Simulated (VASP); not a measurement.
# AlN (F-43m) in VASP: Born charges and dielectric tensor with LDA

Aim: the Born charges and dielectric tensor of AlN with LDA.

Program: VASP 6.6.1. These are calculated values, not measurements. Logs are shortened: lines on timing, memory, paths and dates and some standing lists are left out, and cuts for length are marked.

## (1) The structure

It takes space group F-43m (No. 216, cubic). The conventional cell has a = 4.346 Å, b = 4.346 Å, c = 4.346 Å, α = 90.00°, β = 90.00°, γ = 90.00°. Al (site symmetry -43m) is surrounded by 4 N at 1.88 Å. N (site symmetry -43m) has 4 Al at 1.88 Å as nearest neighbours.

Measurements of this composition are mostly on another form, of space group No. 186.

## (2) Born charges and dielectric tensor, LDA

Contents of INCAR:

```
SYSTEM = AlN
ALGO = Fast
EDIFF = 1E-8
ENCUT = 600
GGA = CA
IBRION = 8
ISIF = 2
ISMEAR = 0
LASPH = .True.
LCHARG = .False.
LEPSILON = .True.
LREAL = .False.
LWAVE = .False.
NELM = 80
NSW = 1
PREC = Accurate
SIGMA = 0.02
```

Contents of KPOINTS:

```
k-points
0
Gamma
  4 4 4
  0 0 0
```

Contents of POSCAR:

```
AlN
1.0
    0.0000000000      2.1730000000      2.1730000000
    2.1730000000      0.0000000000      2.1730000000
    2.1730000000      2.1730000000      0.0000000000
Al N
1 1
Direct
    0.0000000000      0.0000000000      0.0000000000
    0.2500000000      0.2500000000      0.2500000000
```

Potentials or basis: VASP PAW LDA potentials, release 64 (Al, N).

Launch:

```sh
cat potpaw_LDA.64/Al/POTCAR potpaw_LDA.64/N/POTCAR > POTCAR
mpirun -np 1 vasp_std > vasp.out
```

OUTCAR:

```text
SYSTEM = AlN
   EDIFF = 1E-8
   ENCUT = 600
   GGA = CA
   IBRION = 8
   ISIF = 2
   ISMEAR = 0
   LASPH = .True.
   LEPSILON = .True.
   LREAL = .False.
   NELM = 80
   NSW = 1
   PREC = Accurate

 ion  position               nearest neighbor table
   1  0.000  0.000  0.000-   2 1.88   2 1.88   2 1.88   2 1.88
   2  0.250  0.250  0.250-   1 1.88   1 1.88   1 1.88   1 1.88

  LATTYP: Found a face centered cubic cell.
 ALAT       =     4.3460000000

  Lattice vectors:

 A1 = (   0.0000000000,   2.1730000000,   2.1730000000)
 A2 = (   2.1730000000,   0.0000000000,   2.1730000000)
 A3 = (   2.1730000000,   2.1730000000,   0.0000000000)

Analysis of symmetry for initial positions (statically):
=====================================================================
 Subroutine PRICEL returns:
 Original cell was already a primitive cell.

 Routine SETGRP: Setting up the symmetry group for a
 face centered cubic supercell.

 Subroutine GETGRP returns: Found 24 space group operations
 (whereof 24 operations were pure point group operations)
 out of a pool of 48 trial point group operations.

The static configuration has the point symmetry T_d .

Analysis of symmetry for dynamics (positions and initial velocities):
=====================================================================
 Subroutine PRICEL returns:
 Original cell was already a primitive cell.

 Routine SETGRP: Setting up the symmetry group for a
 face centered cubic supercell.

 Subroutine GETGRP returns: Found 24 space group operations
 (whereof 24 operations were pure point group operations)
 out of a pool of 48 trial point group operations.

The dynamic configuration has the point symmetry T_d .

 Subroutine INISYM returns: Found 24 space group operations
 (whereof 24 operations are pure point group operations),
 and found     1 'primitive' translations

----------------------------------------------------------------------------------------

                                     Primitive cell

  volume of cell :      20.5215

  direct lattice vectors                    reciprocal lattice vectors
     0.000000000  2.173000000  2.173000000    -0.230096641  0.230096641  0.230096641
     2.173000000  0.000000000  2.173000000     0.230096641 -0.230096641  0.230096641
     2.173000000  2.173000000  0.000000000     0.230096641  0.230096641 -0.230096641

  length of vectors
     3.073086071  3.073086071  3.073086071     0.398539072  0.398539072  0.398539072

  position of ions in fractional coordinates (direct lattice)
     0.000000000  0.000000000  0.000000000
     0.250000000  0.250000000  0.250000000

  ion indices of the primitive-cell ions
   primitive index   ion index
                 1           1
                 2           2

----------------------------------------------------------------------------------------

 KPOINTS: k-points

Automatic generation of k-mesh.
 Grid dimensions read from file:
 generate k-points for:    4    4    4

 Generating k-lattice:
[... 220 lines left out ...]

 Free energy of the ion-electron system (eV)
  ---------------------------------------------------
  ---------------------------------------------------
  free energy    TOTEN  =        -0.25733903 eV

  energy without entropy =       -0.25733903

------------------------ aborting loop because EDIFF is reached ----------------------------------------

--------------------------------------- Ionic step        2  -------------------------------------------

------------------------ aborting loop because EDIFF is reached ----------------------------------------

--------------------------------------- Ionic step        3  -------------------------------------------

------------------------ aborting loop because EDIFF is reached ----------------------------------------

 PIEZOELECTRIC TENSOR FIELD DIRECTION 3  (e Angst)
 -----------------------------------------------------------------------------
     0.00004 -0.78265  0.00000           (  0.00000 -0.00967  0.00000)
    -0.78265  0.00004  0.00000           ( -0.00967  0.00000  0.00000)
     0.00000  0.00000 -0.00013           (  0.00000  0.00000  0.00000)

 PIEZOELECTRIC TENSOR FIELD DIRECTION 3  (C/m^2)
 -----------------------------------------------------------------------------
     0.00003 -0.61104  0.00000
    -0.61104  0.00003  0.00000
     0.00000  0.00000 -0.00010

--------------------------------------- Ionic step        4  -------------------------------------------

------------------------ aborting loop because EDIFF is reached ----------------------------------------

[... ionic steps 5 to 6 ...]

--------------------------------------- Ionic step        7  -------------------------------------------

 Free energy of the ion-electron system (eV)
  ---------------------------------------------------
  ---------------------------------------------------
  free energy    TOTEN  =        -0.23515409 eV

  energy without entropy =       -0.23515409

------------------------ aborting loop because EDIFF is reached ----------------------------------------

 INTERNAL STRAIN TENSOR  FOR ION    2  DIRECTION 1   (eV/Angst):
 -----------------------------------------------------------------------------
    -0.02924  0.00000  0.00000
    -0.00000  0.01496 -9.27572
     0.00000 -9.27572  0.01496

 MACROSCOPIC STATIC DIELECTRIC TENSOR (including local field effects in DFT)
 ------------------------------------------------------
           5.252208    -0.000000    -0.000000
          -0.000000     5.252208     0.000000
          -0.000000     0.000000     5.252208
 ------------------------------------------------------

 PIEZOELECTRIC TENSOR (including local field effects)  for field in x, y, z        (e  Angst)
          XX          YY          ZZ          XY          YZ          ZX
  --------------------------------------------------------------------------------
  x    -0.00000     0.00000    -0.00000    -0.00000    -0.78150     0.00000
  y     0.00000     0.00000     0.00000     0.00000     0.00000    -0.78150
  z     0.00000     0.00000     0.00000    -0.78150     0.00000    -0.00000

 PIEZOELECTRIC TENSOR (including local field effects)  for field in x, y, z        (C/m^2)
          XX          YY          ZZ          XY          YZ          ZX
  --------------------------------------------------------------------------------
  x    -0.00000     0.00000    -0.00000    -0.00000    -0.61014     0.00000
  y     0.00000     0.00000     0.00000     0.00000     0.00000    -0.61014
  z     0.00000     0.00000     0.00000    -0.61014     0.00000    -0.00000

 BORN EFFECTIVE CHARGES (including local field effects) (in |e|, cummulative output)
 ---------------------------------------------------------------------------------
 ion    1
    1     2.63004     0.00000     0.00000
    2    -0.00000     2.63004     0.00000
    3     0.00000     0.00000     2.63004
 ion    2
    1    -2.63004    -0.00000    -0.00000
    2     0.00000    -2.63004     0.00000
    3     0.00000    -0.00000    -2.63004

 INTERNAL STRAIN TENSOR FOR ION    2 for displacements in x,y,z  (eV/Angst):
          X           Y           Z          XY          YZ          ZX
  --------------------------------------------------------------------------------
  x     0.00000     0.00000     0.00000    -0.00000    -9.27572     0.00000
  y     0.00000     0.00000     0.00000     0.00000    -0.00000    -9.27572
  z     0.00000     0.00000     0.00000    -9.27572     0.00000    -0.00000

 SECOND DERIVATIVES (NOT SYMMETRIZED)
 ------------------------------------
               1X          1Y          1Z          2X          2Y          2Z
  1X   -15.146706    0.000000    0.000000   15.146706    0.000000    0.000000
  1Y     0.000000  -15.146706    0.000000    0.000000   15.146706    0.000000
  1Z     0.000000    0.000000  -15.146706    0.000000    0.000000   15.146706
  2X    15.147429    0.000000    0.000000  -15.147429    0.000000    0.000000
  2Y     0.000000   15.147429    0.000000    0.000000  -15.147429    0.000000
  2Z     0.000000    0.000000   15.147429    0.000000    0.000000  -15.147429

 Eigenvectors and eigenvalues of the dynamical matrix
 ----------------------------------------------------

   1 f  =   20.040321 THz   125.917050 2PiTHz  668.473151 cm-1    82.880070 meV
             X         Y         Z           dx          dy          dz
      0.000000  0.000000  0.000000    -0.584489   -0.000000    0.000000
      1.086500  1.086500  1.086500     0.811402   -0.000000    0.000000
[... 21 lines left out ...]
   6 f/i=    0.000227 THz     0.001426 2PiTHz    0.007568 cm-1     0.000938 meV
             X         Y         Z           dx          dy          dz
      0.000000  0.000000  0.000000     0.011890    0.198434    0.786674
      1.086500  1.086500  1.086500     0.008565    0.142941    0.566676

--------------------------------------------------------------------------------------------------------

 MACROSCOPIC STATIC DIELECTRIC TENSOR IONIC CONTRIBUTION
 ------------------------------------------------------
           4.026726    -0.000000     0.000000
          -0.000000     4.026726    -0.000000
           0.000000    -0.000000     4.026726
 ------------------------------------------------------

 ELASTIC MODULI CONTR FROM IONIC RELAXATION (kBar)
 Direction    XX          YY          ZZ          XY          YZ          ZX
 --------------------------------------------------------------------------------
 XX          -0.0000     -0.0000     -0.0000     -0.0000     -0.0000      0.0000
 YY          -0.0000     -0.0000     -0.0000     -0.0000     -0.0000      0.0000
 ZZ          -0.0000     -0.0000     -0.0000     -0.0000     -0.0000      0.0000
 XY          -0.0000     -0.0000     -0.0000   -415.0612     -0.0000      0.0000
 YZ          -0.0000     -0.0000     -0.0000     -0.0000   -415.0612      0.0000
 ZX           0.0000      0.0000      0.0000      0.0000      0.0000   -415.0612
 --------------------------------------------------------------------------------

 PIEZOELECTRIC TENSOR IONIC CONTR  for field in x, y, z        (C/m^2)
          XX          YY          ZZ          XY          YZ          ZX
  --------------------------------------------------------------------------------
  x     0.00000     0.00000     0.00000     0.00000     1.21648    -0.00000
  y    -0.00000    -0.00000    -0.00000    -0.00000    -0.00000     1.21648
  z     0.00000     0.00000     0.00000     1.21648     0.00000    -0.00000
```

It took 25 s on 1 thread of Intel Xeon 6975P-C (Granite Rapids), shared host; peak memory 0.16 GiB.

What came out:

| Property | Result |
| --- | --- |
| Band gap on the k mesh | 3.20 eV, indirect (least direct gap 4.35 eV) |
| Electronic dielectric tensor (diagonal) | 5.25 |
| Born charges (mean of the diagonal) | Al +2.63; N -2.63 e |
| Highest phonon frequency at Γ, LO-TO splitting left out | 668 cm⁻¹ |

Levels at points of the mesh, in eV from the valence-band top:
```csv
k point,band 1,band 2,band 3,band 4,band 5,band 6,band 7,band 8
"(0.00, 0.00, 0.00)",-14.92,0.00,0.00,0.00,4.35,12.45,12.45,12.45
"(0.50, 0.00, 0.00)",-12.75,-5.99,-0.49,-0.49,7.38,9.85,11.03,11.03
"(0.50, 0.50, 0.00)",-12.07,-5.02,-1.82,-1.82,3.20,8.47,13.95,15.66
```

Phonon frequencies in cm⁻¹ (negative: imaginary):
| q point | frequencies |
| --- | --- |
| (0.000, 0.000, 0.000) | 0 0 0 668 668 668 |

Electronic dielectric tensor:
```
5.25 0.00 0.00
0.00 5.25 0.00
0.00 0.00 5.25
```

Born effective charge tensors (e):
atom 1, Al
```
2.63 0.00 0.00
0.00 2.63 0.00
0.00 0.00 2.63
```
atom 2, N
```
-2.63  0.00  0.00
 0.00 -2.63  0.00
 0.00  0.00 -2.63
```

Caveat: the k mesh is coarse (spacing up to 0.63 Å⁻¹), so the values aren't converged. A k mesh can miss the band edges.
